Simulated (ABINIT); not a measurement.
# GaAs (F-43m) in ABINIT: settings compared

Aim: see how the results for GaAs move with the level of theory and the settings. Levels: PBE, PBEsol. Tasks: single point.

All numbers are computed with ABINIT 10.8.3 (patched build); they aren't measurements. Logs are shortened: lines on timing, memory, paths and dates and some standing lists are left out, and cuts for length are marked. The log counts tension as positive stress, the text compression.

**Measured values to compare with.**

From “Evidence of valence band perturbations in GaAsN/GaAs(001): A combined variable-angle spectroscopic ellipsometry and modulated photoreflectance investigation”, 2008, arxiv:0805.2212, for a bulk crystal of GaAs at 300 K: band gap 1.418 ± 0.005 eV (direct).

The runs below are set against these values where they give the same quantity.

### 1 The structure

The structure is cubic, space group F-43m (No. 216). The conventional cell has a = 5.654 Å, b = 5.654 Å, c = 5.654 Å, α = 90.00°, β = 90.00°, γ = 90.00°. As (site symmetry -43m) has 4 Ga at 2.45 Å as nearest neighbours. Ga (site symmetry -43m) is surrounded by 4 As at 2.45 Å.

### 2 Single point, PBE (cell relaxed)

File run.abi:

```
# Pseudopotentials
pp_dirpath "./"
pseudos "As.upf, Ga.upf"

# Structure
acell 4.0635631654 4.0635631654 4.0635631654 Angstrom
rprim
     0.0000000000     0.7071067812     0.7071067812
     0.7071067812     0.0000000000     0.7071067812
     0.7071067812     0.7071067812     0.0000000000
ntypat 2
znucl 33 31
natom 2
typat 1 2
xred
     0.7500000000     0.7500000000     0.7500000000
     0.0000000000     0.0000000000     0.0000000000
chkprim 0
chksymtnons 0
tolsym 1.0e-6

# Plane-wave basis
ecut 1442.203471 eV

# k points
kptopt 1
ngkpt 6 6 6
nshiftk 1
shiftk 0.0 0.0 0.0

# Exchange and correlation
ixc 11

# Bands and occupations
nband 27
occopt 3
tsmear 0.05 eV

# SCF cycle
nstep 100
tolvrs 1.0e-10

# Output
iomode 3
prtwf 0
prtden 0
prteig 0
prtebands 0
enunit 2
prtvol 2
```

Potentials or basis: PseudoDojo NC SR PBE v0.5 stringent.

Started as:

```console
abinit run.abi > log 2>&1
```

run.abo:

```text
.Version 10.8.3 of ABINIT
 Symmetries : space group F-4 3 m (#216); Bravais cF (face-center cubic)
================================================================================
 Values of the parameters that define the memory need of the present run
     intxc =       0    ionmov =       0      iscf =       7    lmnmax =       6
     lnmax =       6     mgfft =      54  mpssoang =       3    mqgrid =    3001
     natom =       2  nloc_mem =       1    nspden =       1   nspinor =       1
    nsppol =       1      nsym =      24    n1xccc =    2501    ntypat =       2
    occopt =       3   xclevel =       2
       mpw =        5931          nfft =      157464          nkpt =          16
================================================================================
================================================================================

--------------------------------------------------------------------------------
------------- Echo of variables that govern the present computation ------------
--------------------------------------------------------------------------------
 -outvars: echo values of preprocessed input variables --------
            acell      7.6790214779E+00  7.6790214779E+00  7.6790214779E+00 Bohr
              amu      7.49215900E+01  6.97230000E+01
          chkprim           0
      chksymtnons           0
             ecut      5.30000000E+01 Hartree
           enunit           2
              ixc          11
         kptrlatt        6    0    0      0    6    0      0    0    6
          kptrlen      4.60741289E+01
            natom           2
            nband          27
            ngfft          54      54      54
             nkpt          16
            nstep         100
             nsym          24
           ntypat           2
           occopt           3
           prtden           0
        prtebands           0
           prteig           0
           prtvol           2
            prtwf           0
            rprim      0.0000000000E+00  7.0710678120E-01  7.0710678120E-01
                       7.0710678120E-01  0.0000000000E+00  7.0710678120E-01
                       7.0710678120E-01  7.0710678120E-01  0.0000000000E+00
          spgroup         216
           tolsym      1.00000000E-06
           tolvrs      1.00000000E-10
           tsmear      1.83746611E-03 Hartree
            typat      1  2
           xangst      4.3100596051E+00  4.3100596051E+00  4.3100596051E+00
                       0.0000000000E+00  0.0000000000E+00  0.0000000000E+00
            xcart      8.1448322400E+00  8.1448322400E+00  8.1448322400E+00
[... 381 lines left out ...]
 kpt#   1, nband= 27, wtk=  0.00463, kpt=  0.0000  0.0000  0.0000 (reduced coord)
-179.57837 -138.47627 -122.95777 -122.95777 -122.95777  -89.20109  -89.20109  -89.20109
 -29.96105  -29.96105  -29.96105  -29.95378  -29.95378   -9.57884   -9.57884   -9.57884
  -9.51318   -9.51318   -7.24908    5.13661    5.13661    5.13661    5.29282    8.85795
   8.85795    8.85795   12.58539
 kpt#   2, nband= 27, wtk=  0.03704, kpt=  0.1667  0.0000  0.0000 (reduced coord)
-179.57837 -138.47627 -122.95777 -122.95777 -122.95777  -89.20101  -89.20101  -89.20100
 -29.96100  -29.96087  -29.96087  -29.95374  -29.95374   -9.59663   -9.57365   -9.57365
  -9.51312   -9.51312   -6.95153    2.43485    4.78398    4.78398    6.57152    9.37399
   9.37399    9.67416   13.91736
 kpt#   3, nband= 27, wtk=  0.03704, kpt=  0.3333  0.0000  0.0000 (reduced coord)
-179.57837 -138.47627 -122.95777 -122.95777 -122.95777  -89.20098  -89.20098  -89.20094
 -29.96092  -29.96054  -29.96054  -29.95364  -29.95364   -9.62892   -9.56530   -9.56530
  -9.51148   -9.51148   -6.18851   -0.07374    4.27095    4.27095    6.21408    9.79907
   9.79907   12.14316   13.79861
 kpt#   4, nband= 27, wtk=  0.01852, kpt=  0.5000  0.0000  0.0000 (reduced coord)
-179.57837 -138.47627 -122.95777 -122.95777 -122.95777  -89.20101  -89.20101  -89.20093
[... 48 lines left out ...]
 kpt#  14, nband= 27, wtk=  0.11111, kpt=  0.5000  0.3333  0.1667 (reduced coord)
-179.57837 -138.47627 -122.95777 -122.95777 -122.95777  -89.20104  -89.20103  -89.20099
 -29.96112  -29.96030  -29.96001  -29.95388  -29.95336   -9.64999   -9.55557   -9.54989
  -9.52134   -9.50801   -5.57979   -0.52061    2.13192    3.22416    8.46365    8.88647
  10.22452   12.73304   14.33209
 kpt#  15, nband= 27, wtk=  0.11111, kpt= -0.3333  0.3333  0.1667 (reduced coord)
-179.57837 -138.47627 -122.95777 -122.95777 -122.95777  -89.20100  -89.20098  -89.20097
 -29.96082  -29.96050  -29.95983  -29.95380  -29.95338   -9.65647   -9.55499   -9.54571
  -9.51916   -9.50994   -5.13051   -1.15131    1.70501    2.84550    8.59520    9.48375
  11.16380   12.39991   13.58351
 kpt#  16, nband= 27, wtk=  0.05556, kpt= -0.3333  0.5000  0.1667 (reduced coord)
-179.57837 -138.47627 -122.95777 -122.95777 -122.95777  -89.20100  -89.20099  -89.20097
 -29.96124  -29.96014  -29.95963  -29.95397  -29.95321   -9.66447   -9.54810   -9.54057
  -9.52484   -9.50707   -4.92198   -1.33506    2.00657    2.14997    8.41503    8.50095
  12.05851   12.37935   15.78853
 Total charge density [el/Bohr^3]
)     Maximum=    7.1242E+00  at reduced coord.    0.7407    0.7778    0.7963
)Next maximum=    7.1242E+00  at reduced coord.    0.6852    0.7778    0.7963
)     Minimum=    2.0281E-03  at reduced coord.    0.2593    0.2407    0.2407
)Next minimum=    2.0281E-03  at reduced coord.    0.2407    0.2593    0.2407
   Integrated=    4.4000E+01

--- !EnergyTerms
iteration_state     : {dtset: 1, }
comment             : Components of total free energy in Hartree
kinetic             :  2.56638720935833E+02
hartree             :  2.42349119475350E+02
xc                  : -5.35001517409895E+01
Ewald energy        : -2.40427896718948E+02
psp_core            :  6.40763127970261E+00
local_psp           : -6.28363341352722E+02
non_local_psp       : -1.36712964704801E+02
internal            : -5.53608882826575E+02
'-kT*entropy'       : -2.67494283259174E-05
total_energy        : -5.53608909576003E+02
total_energy_eV     : -1.50644658676890E+04
band_energy         : -8.46724967240138E+01
...

 Cartesian components of stress tensor (hartree/bohr^3)
  sigma(1 1)=  2.63697364E-05  sigma(3 2)=  0.00000000E+00
  sigma(2 2)=  2.63697364E-05  sigma(3 1)=  0.00000000E+00
  sigma(3 3)=  2.63697364E-05  sigma(2 1)=  0.00000000E+00

-Cartesian components of stress tensor (GPa)         [Pressure= -7.7582E-01 GPa]
- sigma(1 1)=  7.75824431E-01  sigma(3 2)=  0.00000000E+00
- sigma(2 2)=  7.75824431E-01  sigma(3 1)=  0.00000000E+00
- sigma(3 3)=  7.75824431E-01  sigma(2 1)=  0.00000000E+00

== END DATASET(S) ==============================================================
================================================================================

 -outvars: echo values of variables after computation  --------
            acell      7.6790214779E+00  7.6790214779E+00  7.6790214779E+00 Bohr
           etotal     -5.5360890958E+02
            fcart     -1.2794047448E-26 -1.2794047448E-26  3.8382142344E-26
                       1.2794047448E-26  1.2794047448E-26 -3.8382142344E-26
            rprim      0.0000000000E+00  7.0710678120E-01  7.0710678120E-01
                       7.0710678120E-01  0.0000000000E+00  7.0710678120E-01
                       7.0710678120E-01  7.0710678120E-01  0.0000000000E+00
           strten      2.6369736421E-05  2.6369736421E-05  2.6369736421E-05
                       0.0000000000E+00  0.0000000000E+00  0.0000000000E+00
           xangst      4.3100596051E+00  4.3100596051E+00  4.3100596051E+00
                       0.0000000000E+00  0.0000000000E+00  0.0000000000E+00
             xred      7.5000000000E-01  7.5000000000E-01  7.5000000000E-01
                       0.0000000000E+00  0.0000000000E+00  0.0000000000E+00
 Calculation completed.
```

It took 2.2 min on 1 thread of Arm Neoverse V1, shared host; peak memory 0.14 GiB.

What came out:

| Item | Value |
| --- | --- |
| Free energy | -15064.4659 eV |
| Pressure | -0.8 GPa |
| Band gap on the k mesh | 0.16 eV, direct |
| Valence electrons inside the program's atomic spheres | As 20.37; Ga 18.78 |

Levels at points of the mesh, in eV from the valence-band top:
```csv
k point,band 19,band 20,band 21,band 22,band 23,band 24,band 25,band 26
"(0.00, 0.00, 0.00)",-12.39,0.00,0.00,0.00,0.16,3.72,3.72,3.72
"(0.50, 0.00, 0.00)",-10.77,-6.38,-1.07,-1.07,0.87,4.62,4.62,7.70
"(0.50, 0.50, 0.00)",-10.09,-6.59,-2.51,-2.51,1.56,1.68,9.79,9.79
```

### 3 Single point, PBEsol

File run.abi:

```
pp_dirpath "./"
pseudos "As.upf, Ga.upf"

acell 3*1.0 Angstrom
rprim
     0.0000000000     2.8268500000     2.8268500000
     2.8268500000     0.0000000000     2.8268500000
     2.8268500000     2.8268500000     0.0000000000
ntypat 2
znucl 33 31
natom 2
typat 1 2
xred
     0.7500000000     0.7500000000     0.7500000000
     0.0000000000     0.0000000000     0.0000000000

ecut 1034.032677 eV

kptopt 1
ngkpt 6 6 6
nshiftk 1
shiftk 0.0 0.0 0.0

ixc -116133

nband 18
occopt 3
tsmear 0.05 eV

nstep 100
tolvrs 1.0e-10

iomode 3
prtwf 0
prtden 0
prteig 0
prtebands 0
enunit 2
```

Potentials or basis: PseudoDojo NC SR PBEsol v0.4.1 standard.

Started as:

```console
abinit run.abi > log 2>&1
```

run.abo:

```text
.Version 10.8.3 of ABINIT
 Symmetries : space group F-4 3 m (#216); Bravais cF (face-center cubic)
================================================================================
 Values of the parameters that define the memory need of the present run
     intxc =       0    ionmov =       0      iscf =       7    lmnmax =       6
     lnmax =       6     mgfft =      45  mpssoang =       3    mqgrid =    3001
     natom =       2  nloc_mem =       1    nspden =       1   nspinor =       1
    nsppol =       1      nsym =      24    n1xccc =    2501    ntypat =       2
    occopt =       3   xclevel =       2
       mpw =        3428          nfft =       91125          nkpt =          16
================================================================================
================================================================================

--------------------------------------------------------------------------------
------------- Echo of variables that govern the present computation ------------
--------------------------------------------------------------------------------
 -outvars: echo values of preprocessed input variables --------
            acell      1.8897261259E+00  1.8897261259E+00  1.8897261259E+00 Bohr
              amu      7.49215900E+01  6.97230000E+01
             ecut      3.80000000E+01 Hartree
           enunit           2
              ixc     -116133
         kptrlatt        6    0    0      0    6    0      0    0    6
          kptrlen      4.53281381E+01
            natom           2
            nband          18
            ngfft          45      45      45
[... 174 lines left out ...]
kinetic             :  1.38792668844238E+02
hartree             :  5.73003964654537E+01
xc                  : -4.42342978975258E+01
Ewald energy        : -9.91764168217229E+01
psp_core            :  4.89508772439145E+00
local_psp           : -1.49610891175367E+02
non_local_psp       : -9.02726605980484E+01
internal            : -1.82306113458581E+02
'-kT*entropy'       : -3.91133773802095E-06
total_energy        : -1.82306117369919E+02
total_energy_eV     : -4.96080217475801E+03
band_energy         : -1.59020644570909E+01
...

 Cartesian components of stress tensor (hartree/bohr^3)
  sigma(1 1)=  2.55556666E-05  sigma(3 2)=  0.00000000E+00
  sigma(2 2)=  2.55556666E-05  sigma(3 1)=  0.00000000E+00
  sigma(3 3)=  2.55556666E-05  sigma(2 1)=  0.00000000E+00

-Cartesian components of stress tensor (GPa)         [Pressure= -7.5187E-01 GPa]
- sigma(1 1)=  7.51873670E-01  sigma(3 2)=  0.00000000E+00
- sigma(2 2)=  7.51873670E-01  sigma(3 1)=  0.00000000E+00
- sigma(3 3)=  7.51873670E-01  sigma(2 1)=  0.00000000E+00

== END DATASET(S) ==============================================================
================================================================================

 -outvars: echo values of variables after computation  --------
            acell      1.8897261259E+00  1.8897261259E+00  1.8897261259E+00 Bohr
           etotal     -1.8230611737E+02
            fcart     -1.7641907808E-28 -1.7641907808E-28  5.2925723423E-28
                       1.7641907808E-28  1.7641907808E-28 -5.2925723423E-28
            rprim      0.0000000000E+00  2.8268500000E+00  2.8268500000E+00
                       2.8268500000E+00  0.0000000000E+00  2.8268500000E+00
                       2.8268500000E+00  2.8268500000E+00  0.0000000000E+00
           strten      2.5555666614E-05  2.5555666614E-05  2.5555666614E-05
                       0.0000000000E+00  0.0000000000E+00  0.0000000000E+00
           xangst      4.2402750000E+00  4.2402750000E+00  4.2402750000E+00
                       0.0000000000E+00  0.0000000000E+00  0.0000000000E+00
             xred      7.5000000000E-01  7.5000000000E-01  7.5000000000E-01
                       0.0000000000E+00  0.0000000000E+00  0.0000000000E+00
 Calculation completed.
```

Run time: 45 s. Hardware: 1 thread of Arm Neoverse V1, shared host; peak memory 0.09 GiB.

What came out:

| Quantity | Value |
| --- | --- |
| Free energy | -4960.8022 eV |
| Pressure | -0.8 GPa |
| Band gap on the k mesh | 0.44 eV, direct |
| Valence electrons inside the program's atomic spheres | As 12.37; Ga 10.82 |

### 4 How close it comes

Step 3. Against the measured gap of GaAs, 1.418 eV (direct; 300 K; “Evidence of valence band perturbations in GaAsN/GaAs(001): A combined variable-angle spectroscopic ellipsometry and modulated photoreflectance investigation”, 2008, arxiv:0805.2212), the calculated 0.44 eV is off by -0.98 eV. 3 values of this kind are on record (1.412 to 1.51 eV); this one was drawn at random among those near their median, those with a stated uncertainty first. Spin-orbit coupling on As, Ga is left out. The value is that of PBEsol on a finite k mesh, which can miss the band edges, without temperature or zero-point motion. Semilocal functionals fall short of measured gaps as a rule.
